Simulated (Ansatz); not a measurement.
# W: the cost of one run

Program: Ansatz 0.2.0. Level of theory: DFT PBE, scalar-relativistic, plane waves, PAW. These are calculated values, not measurements.

### Step 1. The starting structure

Symmetry: Pmmn, No. 59, orthorhombic system. Conventional cell: a = 2.871 Å, b = 4.060 Å, c = 30.048 Å, α = 90.00°, β = 90.00°, γ = 90.00°. Around W (site symmetry mm2) lie 7 W at 2.87 Å. W (site symmetry mm2) is surrounded by 11 W at 2.87 Å. W (site symmetry mm2) is surrounded by 12 W at 2.87 Å.

Coordinates:

```cif
data_structure
_symmetry_space_group_name_H-M 'Pmmn:1'
_symmetry_Int_Tables_number 59
_cell_length_a 2.8709
_cell_length_b 4.0600
_cell_length_c 30.0480
_cell_angle_alpha 90.000
_cell_angle_beta 90.000
_cell_angle_gamma 90.000
_cell_volume 350.23
loop_
_atom_site_label
_atom_site_type_symbol
_atom_site_symmetry_multiplicity
_atom_site_Wyckoff_symbol
_atom_site_fract_x
_atom_site_fract_y
_atom_site_fract_z
_atom_site_occupancy
W1 W 2 a 0.50000 0.50000 0.33280 1
W2 W 2 a 0.00000 0.00000 0.38057 1
W3 W 2 a 0.50000 0.50000 0.42834 1
W4 W 2 a 0.00000 0.00000 0.47611 1
```

Slab cut from the bulk at the bulk's listed lattice constants, lower half held.

### Step 2. Relaxing the atoms

input.yaml reads:

```yaml
crystal:
  lattice:
    - [2.87085353, 0.0, 0.0]
    - [0.0, 4.06, 0.0]
    - [0.0, 0.0, 30.0479872824]
  atoms:
    - { symbol: W, position: [0.5, 0.5, 0.3328009928] }
    - { symbol: W, position: [0.0, 0.0, 0.3805721364] }
    - { symbol: W, position: [0.5, 0.5, 0.42834328] }
    - { symbol: W, position: [0.0, 0.0, 0.4761144235] }
    - { symbol: W, position: [0.5, 0.5, 0.5238855765] }
    - { symbol: W, position: [0.0, 0.0, 0.57165672] }
    - { symbol: W, position: [0.5, 0.5, 0.6194278636] }
    - { symbol: W, position: [0.0, 0.0, 0.6671990072] }
basis:
  ecutwfc: 420.0
  fft_grid_basis: typed
kpoints:
  mp_grid: { grid: [9, 6, 1] }
hamiltonian:
  xc: pbe
scf:
  occupations: { method: gaussian, width: 0.1 }
output:
  forces: true
  eigenvalues: true
efield:
  axis: 3
  dipole_correction: true
  ramp_width: 0.04
relax:
  adjacent_minimum: "off"
  f_tol: 0.04
  max_steps: 40
  constraints: [{ sites: [0, 1, 2, 3] }]
```

Command:

```sh
> ansatz run input.yaml --threads 1 --pin off --max-ram 2211MiB --backend cpu --events-out ev --progress --plain --runs-dir out
```

**Question.** How long does this run take on 1 thread of Intel Xeon 6975P-C (Granite Rapids), shared host, and how much memory does it need?

About 2 min, with a peak of 0.7 GiB.
